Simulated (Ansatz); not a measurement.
**W (Im-3m): equation of state with a fit**

Where is the equilibrium volume of W (Im-3m), and how stiff is it? A script is to give an equation of state with a fit; the system is W (Im-3m).

Computed with Ansatz 0.2.0, driven from Python. Level of theory: DFT PBE+D3(BJ) with three-body term, plane waves, PAW.

### Step 1. The structure

Symmetry: Im-3m, No. 229, cubic system. The conventional cell has a = 3.165 Å, b = 3.165 Å, c = 3.165 Å, α = 90.00°, β = 90.00°, γ = 90.00°. Around W (site symmetry m-3m) lie 8 W at 2.74 Å.

No structure file is read: the coordinates are typed or built in the script.

### Step 2. The script

w.py reads:

```python
"""Equation of state of W."""

import ansatz as az
import numpy as np
from pymatgen.analysis.eos import EOS

vectors0 = np.array([
    [-1.582345, 1.582345, 1.582345],
    [1.582345, -1.582345, 1.582345],
    [1.582345, 1.582345, -1.582345],
])
sites = [
    ("W", [0.0, 0.0, 0.0]),
]


def make_crystal(cell):
    crystal = az.Crystal(lattice=az.Lattice.of(cell))
    for symbol, position in sites:
        crystal = crystal.atom(symbol, position)
    return crystal


def main() -> None:
    # uniform scaling of the cell
    volumes, energies, pressures = [], [], []
    for scale in np.linspace(0.94, 1.06, 7):
        cell = vectors0 * scale ** (1 / 3)
        calc = (
            make_crystal(cell).calculation()
            .functional("PBE", dispersion="d3bjatm")
            .pseudopotentials("paw")
            .occupations("methfessel_paxton", width=100 * az.meV)
            .basis(500)
            .kpoints(12, 12, 12)
            .stress()
        )
        report = calc.run(threads=1).report
        volumes.append(abs(np.linalg.det(cell)) / len(sites))
        energies.append(report["free_energy_ev"] / len(sites))
        pressures.append(np.trace(report["stress_gpa"]) / 3)
        print(f"V = {volumes[-1]:8.4f} A^3/atom  F = {energies[-1]:.5f} eV/atom  P = {pressures[-1]:8.3f} GPa")

    for form in ["birch_murnaghan", "vinet", "murnaghan"]:
        fit = EOS(eos_name=form).fit(volumes, energies)
        print(f"{form:18s} V0 {fit.v0:8.4f} A^3/atom  B0 {fit.b0_GPa:7.1f} GPa  B1 {fit.b1:5.2f}")


if __name__ == "__main__":
    main()
```

### Step 3. What the engine is handed

The package turns the script's settings into the engine's input (first run):

```yaml
crystal:
  lattice:
    - [-1.550043181195525, 1.550043181195525, 1.550043181195525]
    - [1.550043181195525, -1.550043181195525, 1.550043181195525]
    - [1.550043181195525, 1.550043181195525, -1.550043181195525]
  atoms:
    - { symbol: W, position: [0.0, 0.0, 0.0] }
basis:
  ecutwfc: 500.0
kpoints:
  mp_grid:
    grid: [12, 12, 12]
hamiltonian:
  xc: pbe
  dispersion: d3bjatm
  pseudopotentials:
    kind: paw
scf:
  occupations:
    method: methfessel_paxton
    width: 0.1
output:
  stress: true
```

### Step 4. Launch

The run is started by

```
$ python w.py
```

Log:

```text
V =  14.8967 A^3/atom  F = -10385.37596 eV/atom  P =   21.875 GPa
V =  15.2137 A^3/atom  F = -10385.41120 eV/atom  P =   13.881 GPa
V =  15.5306 A^3/atom  F = -10385.43141 eV/atom  P =    6.681 GPa
V =  15.8476 A^3/atom  F = -10385.43808 eV/atom  P =    0.168 GPa
V =  16.1646 A^3/atom  F = -10385.43246 eV/atom  P =   -5.762 GPa
V =  16.4815 A^3/atom  F = -10385.41563 eV/atom  P =  -11.174 GPa
V =  16.7985 A^3/atom  F = -10385.38856 eV/atom  P =  -16.112 GPa
birch_murnaghan    V0  15.8559 A^3/atom  B0   310.7 GPa  B1  3.79
vinet              V0  15.8558 A^3/atom  B0   310.8 GPa  B1  3.80
murnaghan          V0  15.8559 A^3/atom  B0   310.4 GPa  B1  3.79
```

Run time: 7.1 s. Hardware: 1 thread of Arm Neoverse V2, shared host; peak memory 0.43 GiB.

### Step 5. Inputs of later runs

The engine's inputs for some of the other runs:

Run 3, against run 1:

```diff
@@ -3,3 +3,3 @@
-    - [-1.550043181195525, 1.550043181195525, 1.550043181195525]
-    - [1.550043181195525, -1.550043181195525, 1.550043181195525]
-    - [1.550043181195525, 1.550043181195525, -1.550043181195525]
+    - [-1.5717249149099939, 1.5717249149099939, 1.5717249149099939]
+    - [1.5717249149099939, -1.5717249149099939, 1.5717249149099939]
+    - [1.5717249149099939, 1.5717249149099939, -1.5717249149099939]
```

Run 4, against run 1:

```diff
@@ -3,3 +3,3 @@
-    - [-1.550043181195525, 1.550043181195525, 1.550043181195525]
-    - [1.550043181195525, -1.550043181195525, 1.550043181195525]
-    - [1.550043181195525, 1.550043181195525, -1.550043181195525]
+    - [-1.582345, 1.582345, 1.582345]
+    - [1.582345, -1.582345, 1.582345]
+    - [1.582345, 1.582345, -1.582345]
```

Run 5, against run 1:

```diff
@@ -3,3 +3,3 @@
-    - [-1.550043181195525, 1.550043181195525, 1.550043181195525]
-    - [1.550043181195525, -1.550043181195525, 1.550043181195525]
-    - [1.550043181195525, 1.550043181195525, -1.550043181195525]
+    - [-1.592824411358897, 1.592824411358897, 1.592824411358897]
+    - [1.592824411358897, -1.592824411358897, 1.592824411358897]
+    - [1.592824411358897, 1.592824411358897, -1.592824411358897]
```

Lines on the test bed's own set-up are left out of the output.

### Step 6. The runs side by side

The 7 runs, in the order started:

```
run  volume (Å³/atom)  energy from run 4 (meV/atom)  pressure (GPa)  SCF cycles  CPU time (s)
  1            14.897                         62.12           21.87           5          0.81
  2            15.214                         26.89           13.88           6          0.84
  3            15.531                          6.67            6.68           6          0.84
  4            15.848                          0.00            0.17           5          0.81
  5            16.165                          5.62           -5.76           5          0.85
  6            16.482                         22.46          -11.17           5           0.8
  7            16.798                         49.52          -16.11           5           0.8
```

Energies are free energies F = E - TS of the smeared occupations. 

### Step 7. Summary of results

| quantity | value |
| --- | --- |
| runs compared | 7 |
| range of energy | 62.12 meV/atom |
| lowest point, volume (Å³/atom) | 15.848 |
| equilibrium volume (fit) | 15.86 Å³/atom |
| bulk modulus (fit) | 311 GPa |

What this shows: A third-order Birch-Murnaghan fit through the 7 points has its minimum at 15.86 Å³ an atom, 0.1 % above the typed cell, with a bulk modulus of 311 GPa and dB/dP = 3.8. From that minimum the energy rises by 62.1 meV an atom on the compressed side and 49.5 meV on the expanded side. Caveats:
- Spin is left out of this run.
- The mesh is modest for a metal, so energies can be off by several to tens of meV an atom and pressures by half a GPa or more; differences at equal mesh fare better.
- Pressure is positive in compression.
- Spin-orbit coupling, which matters for elements this heavy, is left out.
